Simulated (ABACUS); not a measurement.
## CsI: equation of state with PBE

CsI:

```
Cs I
1.0
     4.56670    0.00000    0.00000
     0.00000    4.56670    0.00000
     0.00000    0.00000    4.56670
Cs I
1 1
Direct
  0.00000 0.00000 0.00000
  0.50000 0.50000 0.50000
```

```
Program             : ABACUS 3.10.1
Task                : equation of state
Functional          : PBE
Potentials or basis : PseudoDojo NC SR 0.4.1 PBE standard
Cutoff              : 966 eV
Density cutoff      : 3864 eV
Basis               : plane waves
k mesh              : 6 × 6 × 6
Occupations         : fermi-dirac, width 0.05 eV
Spin                : no spin polarisation
```

```
Equilibrium volume : 50.76 Å³/atom (rough: see the caveat)
Bulk modulus       : 9.9 GPa (rough)
```

Energy against volume, from the lowest point:
| volume (Å³/atom) | energy (meV/atom) |
| --- | --- |
| 44.762 | 28.12 |
| 45.714 | 19.06 |
| 46.666 | 12.01 |
| 47.619 | 6.77 |
| 48.571 | 3.13 |
| 49.523 | 0.92 |
| 50.476 | 0.00 |

All runs of the series together: 35 s on 4 threads of Intel(R) Xeon(R) 6975P-C (Granite Rapids), on a shared host.

Caveat: the minimum lies outside the volumes run. The run has no spin-orbit coupling, so splittings on Cs, I are missing.
